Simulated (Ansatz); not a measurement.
The system is BN.

```
N B
1.0
     2.49824    0.00000    0.00000
    -1.24912    2.16354    0.00000
     0.00000    0.00000    6.63570
N B
2 2
Direct
  0.66667 0.33333 0.25000
  0.33333 0.66667 0.75000
  0.66667 0.33333 0.75000
  0.33333 0.66667 0.25000
```

Base run:

- Program: Ansatz 0.2.0
- Functional: LDA
- Potentials or basis: Ansatz PAW
- Cutoff: 420 eV (not typed: the program's choice for these potentials)
- k mesh: 12 × 12 × 4
- Occupations: fixed
- Spin: no spin polarisation

Its results: band gap on the k mesh 4.10 eV, indirect (least direct gap 4.52 eV).

Q: After a change of settings the same cell gave: band gap on the k mesh 4.85 eV, indirect (least direct gap 5.29 eV). Which change was it?
A. functional from LDA to BLYP; occupations from fixed to fermi-dirac, width 0.05 eV
B. functional from LDA to PBEsol
C. functional from LDA to RPBE; occupations from fixed to fermi-dirac, width 0.05 eV
D. functional from LDA to r2SCAN; cutoff from 420 eV (not typed: the program's choice for these potentials) to 500 eV (not typed: the program's choice for these potentials); occupations from fixed to fermi-dirac, width 0.05 eV

A: D.

Runs at the PBE level aren't shown here.
